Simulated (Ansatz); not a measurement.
## HfN: equation of state with PBE

HfN:

```xyz
2
Lattice="0.0000 2.2560 2.2560 2.2560 0.0000 2.2560 2.2560 2.2560 0.0000" Properties=species:S:1:pos:R:3 pbc="T T T"
Hf    0.0000    0.0000    0.0000
N     2.2560    2.2560    2.2560
```

```
Program             : Ansatz 0.2.0
Task                : equation of state
Functional          : PBE
Potentials or basis : Ansatz PAW
Cutoff              : 420 eV
Density cutoff      : 1680 eV
k mesh              : 10 × 10 × 10
Occupations         : fermi-dirac, width 0.05 eV
Spin                : no spin polarisation
```

```json
{"Equilibrium volume": "11.76 Å³/atom", "Bulk modulus": "262 GPa", "Pressure derivative of the bulk modulus": "4.3"}
```

Energy against volume, from the lowest point:
```
volume (Å³/atom)  energy (meV/atom)
          10.793              75.47
          11.023              42.17
          11.252              19.20
          11.482               5.39
          11.712               0.00
          11.941               2.07
          12.171              10.94
```

All runs of the series together: 5.7 s on 2 threads of AMD EPYC 7R13 Processor (Zen 3), with other jobs on the host.

Spin-orbit coupling is left out, which matters for the levels of Hf. PBE usually gives volumes a little too large and moduli too small.
